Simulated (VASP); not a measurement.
# InAs (F-43m) in VASP: notebook, part 2 of 2

VASP 6.6.1. Earlier steps stand in the parts before.

### 3 Single point, PBEsol

This run uses another cell than the first one, of 25.84 Å³/atom, 0.940 times its volume.

The input, INCAR:

```
PREC = Accurate ; ENCUT = 520
EDIFF = 1E-6 ; ISMEAR = -1
SIGMA = 0.05 ; LREAL = False
LASPH = True ; NELM = 60
ALGO = Normal ; ISIF = 2
LWAVE = False ; LCHARG = False
GGA = PS ; NBANDS = 16
```

The input, KPOINTS:

```
Automatic mesh
0
Gamma
  8 8 8
```

The input, POSCAR:

```
InAs
1.0
    0.0000000000      2.9563908761      2.9563908761
    2.9563908761      0.0000000000      2.9563908761
    2.9563908761      2.9563908761      0.0000000000
In As
1 1
Direct
    0.0000000000      0.0000000000      0.0000000000
    0.7500000000      0.7500000000      0.7500000000
```

Potentials or basis: VASP PAW PBE potentials, release 64 (In_d, As).

On the command line:

```
cat potpaw_PBE.64/In_d/POTCAR potpaw_PBE.64/As/POTCAR > POTCAR
mpirun -np 1 vasp_std > vasp.out
```

OUTCAR:

```text
PREC = Accurate
   ENCUT = 520
   EDIFF = 1E-6
   ISMEAR = -1
   LREAL = False
   LASPH = True
   NELM = 60
   ISIF = 2
   GGA = PS

 ion  position               nearest neighbor table
   1  0.000  0.000  0.000-   2 2.56   2 2.56   2 2.56   2 2.56
   2  0.750  0.750  0.750-   1 2.56   1 2.56   1 2.56   1 2.56

  LATTYP: Found a face centered cubic cell.
 ALAT       =     5.9127817522

  Lattice vectors:

 A1 = (   0.0000000000,   2.9563908761,   2.9563908761)
 A2 = (   2.9563908761,   0.0000000000,   2.9563908761)
 A3 = (   2.9563908761,   2.9563908761,   0.0000000000)

Analysis of symmetry for initial positions (statically):
=====================================================================
 Subroutine PRICEL returns:
 Original cell was already a primitive cell.

 Routine SETGRP: Setting up the symmetry group for a
 face centered cubic supercell.

 Subroutine GETGRP returns: Found 24 space group operations
 (whereof 24 operations were pure point group operations)
 out of a pool of 48 trial point group operations.

The static configuration has the point symmetry T_d .

Analysis of symmetry for dynamics (positions and initial velocities):
=====================================================================
 Subroutine PRICEL returns:
 Original cell was already a primitive cell.

 Routine SETGRP: Setting up the symmetry group for a
 face centered cubic supercell.

 Subroutine GETGRP returns: Found 24 space group operations
 (whereof 24 operations were pure point group operations)
 out of a pool of 48 trial point group operations.

The dynamic configuration has the point symmetry T_d .

 Subroutine INISYM returns: Found 24 space group operations
 (whereof 24 operations are pure point group operations),
 and found     1 'primitive' translations

[... 105 lines left out ...]
   NELECT =      18.0000    total number of electrons
   NUPDOWN=      -1.0000    fix difference up-down
   EMIN   =  10.00;   EMAX   =-10.00  energy-range for DOS
   EFERMI =   0.00;   METHOD = LEGACY
   ISMEAR =    -1;   SIGMA  =   0.05  broadening in eV -4-tet -1-fermi 0-gaus
   EFERMI_NEDOS =   21; number of points for ismear=-14 and -15
   IALGO  =     38    algorithm
   IMIX   =      4    mixing-type and parameters
     AMIX     =   0.40;   BMIX     =  1.00
     AMIX_MAG =   1.60;   BMIX_MAG =  1.00
  volume/ion in A,a.u.               =      25.84       174.37
  Fermi-wavevector in a.u.,A,eV,Ry     =   1.151844  2.176670 18.051469  1.326746
  Thomas-Fermi vector in A             =   2.288499
   LORBIT       =      0    0 simple, 1 ext, 2 COOP (PROOUT), +10 PAW based schemes
   GGA     = PS    functional components
   LHFCALC =     F    Hartree Fock is set to
   AEXX    =    0.0000 exact exchange contribution
   IVDW    =     0    specifies the selected vdW correction
   LEPSILON=     F    determine dielectric tensor
   LRPA    =     F    only Hartree local field effects (RPA)
 non-spin polarized calculation
  energy-cutoff  :      520.00
  volume of cell :       51.68
 maximum number of plane-waves:      1411
   NGX = 15   NGY = 15   NGZ = 15

 number of electron      18.0000008 magnetization

 Free energy of the ion-electron system (eV)
  ---------------------------------------------------
  ext. energy  EPLUGINS =         0.00000000
  ---------------------------------------------------
  free energy    TOTEN  =        -8.40177397 eV

  energy without entropy =       -8.40129066  energy(sigma->0) =       -8.40153231

 E-fermi :   5.1621     XC(G=0):  -9.5807

 val. band max:        5.1439960336   @ k =   0.0000   0.0000   0.0000
 cond. band min:       6.1041529031   @ k =   0.5000   0.0000   0.0000
 fundamental gap:      0.9601568696
 Fermi energy:         5.1620669237

 k-point     1 :       0.0000    0.0000    0.0000
  band No.  band energies     occupation
      1      -9.4102      2.00000
      2      -9.4102      2.00000
      3      -9.4102      2.00000
      4      -9.2512      2.00000
      5      -9.2512      2.00000
      6      -7.2677      2.00000
[... 433 lines left out ...]
      3      -9.3415      2.00000
      4      -9.2586      2.00000
      5      -9.2420      2.00000
      6      -5.2499      2.00000
[... 8 lines left out ...]
     15      15.5595      0.00000
     16      16.4357      0.00000

 [... further k-points ...]
[... 5 lines left out ...]
  --------------------------------------------------------------------------------------
  -------------------------------------------------------------------------------------
  Total        1.9635481      1.9635481      1.9635481      0.0000000      0.0000000      0.0000000
  in kB       60.8746624     60.8746624     60.8746624      0.0000000      0.0000000      0.0000000
  external PRESSURE =      60.8746624 kB  Pullay stress =       0.0000000 kB

 VOLUME and BASIS-vectors are now :
 -----------------------------------------------------------------------------
  energy-cutoff  :      520.00
  volume of cell :       51.68
      direct lattice vectors                 reciprocal lattice vectors
     0.000000000  2.956390876  2.956390876    -0.169125133  0.169125133  0.169125133
     2.956390876  0.000000000  2.956390876     0.169125133 -0.169125133  0.169125133
     2.956390876  2.956390876  0.000000000     0.169125133  0.169125133 -0.169125133

 POSITION                                       TOTAL-FORCE (eV/Angst)
 -----------------------------------------------------------------------------------
      0.00000      0.00000      0.00000        -0.000000      0.000000     -0.000000
      4.43459      4.43459      4.43459         0.000000      0.000000      0.000000
 -----------------------------------------------------------------------------------
    total drift:                                0.000000      0.000000     -0.000000

  FREE ENERGIE OF THE ION-ELECTRON SYSTEM (eV)
  ---------------------------------------------------
  free  energy   TOTEN  =        -8.4017739653 eV

  energy  without entropy=       -8.4012906614  energy(sigma->0) =       -8.40153231
```

OSZICAR:

```text
N       E                     dE             d eps       ncg     rms          rms(c)
DAV:   1     0.109541913225E+03    0.10954E+03   -0.83400E+03   928   0.123E+03
DAV:   2    -0.137097571310E+01   -0.11091E+03   -0.10658E+03  1032   0.301E+02
DAV:   3    -0.854090162478E+01   -0.71699E+01   -0.71322E+01  1168   0.739E+01
DAV:   4    -0.872068847199E+01   -0.17979E+00   -0.17975E+00  1224   0.125E+01
DAV:   5    -0.872810646163E+01   -0.74180E-02   -0.74178E-02  1320   0.221E+00    0.500E+00
DAV:   6    -0.844261985440E+01    0.28549E+00   -0.39121E-01  1464   0.122E+01    0.275E+00
DAV:   7    -0.840317867134E+01    0.39441E-01   -0.12427E-01  1296   0.379E+00    0.713E-01
DAV:   8    -0.840150412613E+01    0.16745E-02   -0.15746E-02  1176   0.146E+00    0.248E-01
DAV:   9    -0.840168143047E+01   -0.17730E-03   -0.97044E-04  1128   0.258E-01    0.133E-01
DAV:  10    -0.840175698628E+01   -0.75556E-04   -0.16277E-04  1352   0.216E-01    0.735E-02
DAV:  11    -0.840177535566E+01   -0.18369E-04   -0.54849E-05  1096   0.122E-01    0.452E-02
DAV:  12    -0.840177396351E+01    0.13922E-05   -0.69403E-06  1272   0.367E-02    0.687E-03
DAV:  13    -0.840177396527E+01   -0.17535E-08   -0.13262E-06  1016   0.640E-03
   1 F= -.84017740E+01 E0= -.84015323E+01  d E =-.483304E-03
```

Run time: 14 s. Hardware: 1 thread of Intel Xeon Platinum 8488C (Sapphire Rapids), shared host; peak memory 0.18 GiB.

What came out:

```
Free energy : -8.4018 eV
Pressure    : 6.1 GPa
```

Levels at points of the mesh, in eV from the Fermi level:
| k point | band 7 | band 8 | band 9 | band 10 | band 11 | band 12 |
| --- | --- | --- | --- | --- | --- | --- |
| (0.00, 0.00, 0.00) | -0.08 | -0.08 | -0.08 | -0.02 | 3.80 | 3.80 |
| (0.50, 0.00, 0.00) | -6.26 | -1.18 | -1.18 | 0.94 | 4.57 | 4.57 |
| (0.50, 0.50, 0.00) | -6.27 | -2.66 | -2.66 | 1.24 | 1.90 | 9.45 |

Caveat: the PAW data sets were made with another functional, which shifts forces and pressure a little; spin-orbit coupling is left out, which moves the levels of the heavy elements.

### 4 Single point, PBEsol

This run uses another cell than the first one, of 26.39 Å³/atom, 0.960 times its volume.

The input, INCAR:

```
PREC     = Accurate       # precision mode
ENCUT    = 520            # plane-wave cutoff, eV
EDIFF    = 1E-7           # SCF threshold, eV
ISMEAR   = -1             # smearing method
SIGMA    = 0.05           # smearing width, eV
LREAL    = F              # projectors in reciprocal space
LASPH    = T              # aspherical terms in the spheres
NELM     = 80             # most SCF steps
ALGO     = Normal         # electronic algorithm
ISIF     = 2              # what is computed and relaxed
LWAVE    = F              # write WAVECAR
LCHARG   = F              # write CHGCAR
GGA      = PS             # functional
NBANDS   = 16             # bands
```

KPOINTS is that of step 3.

The input, POSCAR:

```
InAs
1.0
    0.0000000000      2.9772112161      2.9772112161
    2.9772112161      0.0000000000      2.9772112161
    2.9772112161      2.9772112161      0.0000000000
In As
1 1
Direct
    0.0000000000      0.0000000000      0.0000000000
    0.7500000000      0.7500000000      0.7500000000
```

On the command line:

```
cat potpaw_PBE.64/In_d/POTCAR potpaw_PBE.64/As/POTCAR > POTCAR
mpirun -np 1 vasp_std > vasp.out
```

Run time: 16 s. Hardware: 1 thread of Intel Xeon Platinum 8488C (Sapphire Rapids), shared host; peak memory 0.18 GiB.

Results (log left out):

```yaml
Free_energy: -8.4381 eV
Pressure: 4.4 GPa
Band_gap_on_the_k_mesh: zero (filled and empty bands touch)
```

Levels at points of the mesh, in eV from the Fermi level:
| k point | band 6 | band 7 | band 8 | band 9 | band 10 | band 11 | band 12 | band 13 |
| --- | --- | --- | --- | --- | --- | --- | --- | --- |
| (0.00, 0.00, 0.00) | -12.26 | -0.10 | -0.05 | -0.05 | -0.05 | 3.82 | 3.82 | 3.82 |
| (0.50, 0.00, 0.00) | -10.62 | -6.12 | -1.12 | -1.12 | 0.92 | 4.59 | 4.59 | 6.70 |
| (0.50, 0.50, 0.00) | -10.02 | -6.14 | -2.56 | -2.56 | 1.30 | 1.92 | 9.33 | 9.49 |

Caveat: the PAW data sets were made with another functional, which shifts forces and pressure a little; spin-orbit coupling is left out, which moves the levels of the heavy elements.

### 5 Overview

| cell | gap on the mesh (eV) | pressure (GPa) |
| --- | --- | --- |
| a = 4.268 Å, angles 60.0°, 2 atoms | none | 1.6 |
| a = 4.181 Å, angles 60.0°, 2 atoms | - | 6.1 |
| a = 4.210 Å, angles 60.0°, 2 atoms | none | 4.4 |

Alike in all rows: task single point; level PBEsol; potentials or basis VASP PAW PBE potentials, release 64 (In_d, As); no spin polarisation; k mesh 8 × 8 × 8; cutoff (eV) 520; smearing fermi-dirac 0.05 eV.

Caveats: the PAW data sets were made with another functional, which shifts forces and pressure a little; spin-orbit coupling is left out, which moves the levels of the heavy elements.

Absolute energies hang on the potentials; compare differences alone.

### 6 Comparison with measurements

Step 2. Against the measured gap of InAs, 0.418 eV (direct; 4.2 K; a printed reference work, data compilation), the calculated 0.00 eV is off by -0.42 eV. Spin-orbit coupling on As, In is left out. The value is that of PBEsol on a finite k mesh, which can miss the band edges, without temperature or zero-point motion. Semilocal functionals fall short of measured gaps as a rule.
